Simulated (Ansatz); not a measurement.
## GaAs: single point with PBE

**Experimental background.**

From “Evidence of valence band perturbations in GaAsN/GaAs(001): A combined variable-angle spectroscopic ellipsometry and modulated photoreflectance investigation”, 2008, arxiv:0805.2212, for a bulk crystal of GaAs at 300 K: band gap 1.412 ± 0.01 eV (direct).

Crystal: GaAs.

```
CELL_PARAMETERS angstrom
0.00000 2.82685 2.82685
2.82685 0.00000 2.82685
2.82685 2.82685 0.00000
ATOMIC_POSITIONS crystal
As 0.75000 0.75000 0.75000
Ga 0.00000 0.00000 0.00000
```

```json
{
 "Program": "Ansatz 0.2.0",
 "Task": "single point",
 "Functional": "PBE",
 "Potentials or basis": "all-electron PAW datasets made for the crystal",
 "Cutoff": "220 eV (chosen from the basis error)",
 "k mesh": "6 × 6 × 6",
 "Occupations": "fermi-dirac, width 0.05 eV",
 "Spin": "no spin polarisation"
}
```

* Pressure: 3.3 GPa
* Band gap on the k mesh: 0.52 eV, direct

Levels at points of the mesh, in eV from the valence-band top:
```csv
k point,band 7,band 8,band 9,band 10,band 11
"(0.00, 0.00, 0.00)",0.00,0.00,0.00,0.52,3.74
"(0.00, 0.00, -0.50)",-6.63,-1.14,-1.14,1.00,4.64
"(0.00, -0.50, -0.50)",-6.81,-2.68,-2.68,1.47,1.66
```

It used 15 s of CPU time on 1 thread of Intel(R) Xeon(R) Processor @ 2.50GHz (Skylake/Cascade Lake) (shared host), which was overloaded at the time.

A measured gap of GaAs is 1.412 eV (direct; 300 K; “Evidence of valence band perturbations in GaAsN/GaAs(001): A combined variable-angle spectroscopic ellipsometry and modulated photoreflectance investigation”, 2008, arxiv:0805.2212); the calculated 0.52 eV misses it by -0.89 eV. 3 values of this kind are on record (1.412 to 1.51 eV); this one was drawn at random among those near their median, those with a stated uncertainty first. Spin-orbit coupling on As, Ga is left out. The value is that of PBE on a finite k mesh, which can miss the band edges, without temperature or zero-point motion. Semilocal functionals fall short of measured gaps as a rule.
